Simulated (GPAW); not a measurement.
TiNi in GPAW: the effect of starting spin order

Crystal: TiNi.

```
Ni Ti
1.0
     2.73580    0.00000    0.00000
     0.00000    2.73580    0.00000
     0.00000    0.00000    3.58141
Ni Ti
1 1
Cartesian
  0.0000 0.0000 0.0000
  1.3679 1.3679 1.7907
```

The cell comes from a database or a generator and needn't be the stable form of this composition.

Alike in all runs:

| Quantity | Value |
| --- | --- |
| Program | GPAW 26.7.0 |
| Task | single point |
| Functional | r2SCAN |
| Potentials or basis | GPAW PAW data sets (gpaw-data 1.2.1) |
| Cutoff | 600 eV |
| Basis | pw |
| k mesh | 6 × 6 × 5 |
| Occupations | fermi-dirac, width 0.05 eV |

```tsv
starting spin order	spin	starting moments	energy over the lowest run (meV/atom)	final net moment (μB)	final largest site moment (μB)
nm	no spin polarisation	-	?	?	?
fm	collinear spin, ferromagnetic start	[1.0, 1.0] μB	0.0	1.09	0.48
random	collinear spin, random start	[-0.63, 1.02] μB	0.0	1.09	0.48
ferromagnetic start, larger moments	collinear spin, ferromagnetic start	[2.5, 2.5] μB	0.0	1.09	0.48
antiferromagnetic start, larger moments	collinear spin, antiferromagnetic start	[2.5, -2.5] μB	0.0	-1.09	0.48
```

What does the run with starting spin order nm give?

Energy over the lowest run 25.0 meV/atom; final net moment 0.00 μB; final largest site moment 0.00 μB.

Caveats: all runs use coarse meshes.

Runs at the PBE level aren't shown here.
